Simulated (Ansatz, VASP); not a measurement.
One calculation of Tl, two programs

```xyz
1
Lattice="3.0881 0.0000 0.0000 0.0000 3.0881 0.0000 0.0000 0.0000 3.0881" Properties=species:S:1:pos:R:3 pbc="T T T"
Tl    0.0000    0.0000    0.0000
```

Alike in both runs: functional LDA; k mesh 13 × 13 × 13; occupations fermi-dirac, width 0.05 eV; no spin polarisation.

Ansatz relaxed the structure, and its values are those at the end. VASP's run is a single point on that final structure, the one shown.

|  | VASP | Ansatz |
| --- | --- | --- |
| version | VASP 6.6.1 | Ansatz 0.2.0 |
| potentials or method | VASP PAW LDA potentials, release 64 (Tl_d) | PAW with Ansatz's default frozen-core files, scalar-relativistic |
| plane-wave cutoff (eV) | 520 | 420 |
| valence electrons in the cell | 13 | 13 |

```csv
,VASP,Ansatz,Ansatz less VASP
pressure (GPa),0.1,0.0,-0.07
```

Spin-orbit coupling is left out, which matters for the levels of Tl.
